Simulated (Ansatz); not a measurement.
# Mn (hcp type) under strong compression

```yaml
crystal:
  lattice:
    - [2.48364, 0.00000, 0.00000]
    - [-1.24182, 2.15089, 0.00000]
    - [0.00000, 0.00000, 4.01335]
  atoms:
    - { symbol: Mn, position: [0.33333, 0.66667, 0.25000] }
    - { symbol: Mn, position: [0.66667, 0.33333, 0.75000] }
```

The cell comes from a relaxation on PAW files under the same functional, begun from a prototype that needn't be the stable phase.

Its volume is scaled, and at each volume shape and atoms are relaxed on PAW files; all methods then take that cell.

All numbers are PBE results (scalar-relativistic) from Ansatz 0.2.0, with a Γ-centred 17×17×9 k mesh, Fermi–Dirac smearing of 0.1 eV, spin-polarised from start moments Mn1 3, Mn2 3 μB. Methods: LAPW: all electrons, basis error target 1 meV/atom; PAW: frozen-core files, cutoff 420 eV; crystal datasets: all electrons, by PAW datasets that the program makes for each cell; norm-conserving: pseudopotentials, cutoff 1306 eV; PAW (partial waves polarizable): frozen-core files, cutoff 420 eV.

Energies are extrapolated to zero smearing and count from the unscaled cell; pressure is positive in compression; gaps take the mesh and a band path. No temperature or zero-point motion is included.

Antiferromagnetic order, which Cr and Mn prefer near zero pressure, wasn't tried. The start moments died away, and the runs ended non-magnetic.

```json
{"V/V0": "1.00", "V (Å³/atom)": "10.72", "P LAPW (GPa)": "-0.01", "ΔE LAPW (eV/atom)": "0.000", "P PAW − LAPW (GPa)": "0.02", "ΔE PAW − LAPW (meV/atom)": "0.0", "space group": "P6_3/mmc", "shortest distance (Å)": "2.466"}
{"V/V0": "0.88", "V (Å³/atom)": "9.43", "P LAPW (GPa)": "47.2", "ΔE LAPW (eV/atom)": "0.165", "P PAW − LAPW (GPa)": "0.00", "ΔE PAW − LAPW (meV/atom)": "0.1", "space group": "P6_3/mmc", "shortest distance (Å)": "2.363"}
{"V/V0": "0.78", "V (Å³/atom)": "8.36", "P LAPW (GPa)": "118.7", "ΔE LAPW (eV/atom)": "0.695", "P PAW − LAPW (GPa)": "-0.06", "ΔE PAW − LAPW (meV/atom)": "-0.1", "space group": "P6_3/mmc", "shortest distance (Å)": "2.270"}
{"V/V0": "0.68", "V (Å³/atom)": "7.29", "P LAPW (GPa)": "245.2", "ΔE LAPW (eV/atom)": "1.870", "P PAW − LAPW (GPa)": "-0.20", "ΔE PAW − LAPW (meV/atom)": "-0.9", "space group": "P6_3/mmc", "shortest distance (Å)": "2.167"}
{"V/V0": "0.58", "V (Å³/atom)": "6.22", "P LAPW (GPa)": "475.7", "ΔE LAPW (eV/atom)": "4.200", "P PAW − LAPW (GPa)": "-0.68", "ΔE PAW − LAPW (meV/atom)": "-3.6", "space group": "P6_3/mmc", "shortest distance (Å)": "?"}
{"V/V0": "0.50", "V (Å³/atom)": "5.36", "P LAPW (GPa)": "807.5", "ΔE LAPW (eV/atom)": "7.549", "P PAW − LAPW (GPa)": "-1.64", "ΔE PAW − LAPW (meV/atom)": "-9.2", "space group": "P6_3/mmc", "shortest distance (Å)": "1.953"}
{"V/V0": "0.43", "V (Å³/atom)": "4.61", "P LAPW (GPa)": "1311", "ΔE LAPW (eV/atom)": "?", "P PAW − LAPW (GPa)": "-6.96", "ΔE PAW − LAPW (meV/atom)": "-25.4", "space group": "P6_3/mmc", "shortest distance (Å)": "1.856"}
```

(1) Give the missing entry: row "0.58", column "shortest distance (Å)".

(2) Fill in "ΔE LAPW (eV/atom)" for the row "0.43".

(3) Fit the Vinet equation to the LAPW pressures over the whole range, with residuals weighted by 1/(|P| + 0.03·Pmax).

(4) At the smallest volume, how far do crystal datasets and norm-conserving and PAW (partial waves polarizable) lie from LAPW in pressure?

(5) How do the Löwdin populations by LAPW change from the unscaled cell to the last row?

Results:

(1) 2.054.

(2) 12.404.

(3) V0 = 10.72 Å³/atom, B0 = 277 GPa and B0′ = 4.52, and the fit misses no point by more than 4.4 GPa. A fit over so wide a range pins B0 less well than one near rest.

(4) crystal datasets: 0.00 GPa; norm-conserving: -19.30 GPa; PAW (partial waves polarizable): -6.98 GPa, on a LAPW pressure of 1311 GPa.

(5) Mn 3s 1.97 → 1.88, Mn 4s 0.91 → 0.53, Mn 3p 6.00 → 5.96, Mn 3d 5.97 → 6.56 electrons an atom. These are projections on the shells that the free atoms fill; 0.31 e a cell lies outside them at the start and 0.16 e at the end.
